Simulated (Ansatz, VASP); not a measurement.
**SnTe in VASP and in Ansatz**

```
CELL_PARAMETERS angstrom
0.00000 3.15650 3.15650
3.15650 0.00000 3.15650
3.15650 3.15650 0.00000
ATOMIC_POSITIONS crystal
Sn 0.50000 0.50000 0.50000
Te 0.00000 0.00000 0.00000
```

Alike in both runs: task single point; functional LDA; k mesh 6 × 6 × 6; occupations gaussian, width 0.05 eV; no spin polarisation.

|  | VASP | Ansatz |
| --- | --- | --- |
| version | VASP 6.6.1 | Ansatz 0.2.0 |
| potentials or method | VASP PAW LDA potentials, release 64 (Sn_d, Te) | scalar-relativistic, plane waves, PAW |
| plane-wave cutoff (eV) | 520 | 420 |
| valence electrons in the cell | 20 | 30 |

Ansatz gave:

```
gap on the k mesh at the Fermi level (eV) : 0.09
least direct gap on the mesh (eV)         : 0.09
pressure (GPa)                            : -1.8
```

Problem. Estimate VASP's values.

Solution. gap on the k mesh at the Fermi level (eV): 0.10; least direct gap on the mesh (eV): 0.10; pressure (GPa): -1.8.

The two sets of potentials don't hold the same shells in valence.

Caveats: spin-orbit coupling is left out, which moves the levels of the heavy elements.
